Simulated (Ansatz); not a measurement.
Start from `Oc1cccc(O)c1` and change one atom or group to get `Oc1ccccc1`.

Ansatz, PBE0-D4/def2-TZVP geometries, multiplicity 1. Each molecule was computed in one conformer, which needn't be the lowest.

```
                                        property  `Oc1cccc(O)c1`
  size of the dipole moment (PBE/def2-TZVPP) / D            1.27
  zero-point energy (PBE0-D4/def2-TZVP) / kJ/mol           287.4
             HOMO–LUMO gap (PBE/def2-TZVPP) / eV            4.32
size of the dipole moment (B3LYP/def2-TZVPP) / D            1.29
           LUMO energy (ωB97M-V/def2-TZVPP) / eV            1.93
              HOMO energy (PBE0/def2-TZVPP) / eV           -6.33
```

Question: What does the change do to each property? (Estimate.)

Answer: The calculation gave: 
```json
{"property": "size of the dipole moment (PBE/def2-TZVPP) / D", "`Oc1ccccc1`": "1.28", "shift": "0.01"}
{"property": "zero-point energy (PBE0-D4/def2-TZVP) / kJ/mol", "`Oc1ccccc1`": "275.7", "shift": "-11.7"}
{"property": "HOMO–LUMO gap (PBE/def2-TZVPP) / eV", "`Oc1ccccc1`": "4.34", "shift": "0.02"}
{"property": "size of the dipole moment (B3LYP/def2-TZVPP) / D", "`Oc1ccccc1`": "1.29", "shift": "0.00"}
{"property": "LUMO energy (ωB97M-V/def2-TZVPP) / eV", "`Oc1ccccc1`": "1.76", "shift": "-0.17"}
{"property": "HOMO energy (PBE0/def2-TZVPP) / eV", "`Oc1ccccc1`": "-6.53", "shift": "-0.20"}
```

The zero-point energy changes by -11.7 kJ/mol with -3 modes. Dipoles are sizes alone; their direction can turn.

B3LYP here is the variant with VWN-RPA as its local correlation; programs differ in this.

Positive LUMOs are unbound, so they and the gaps depend on the basis.
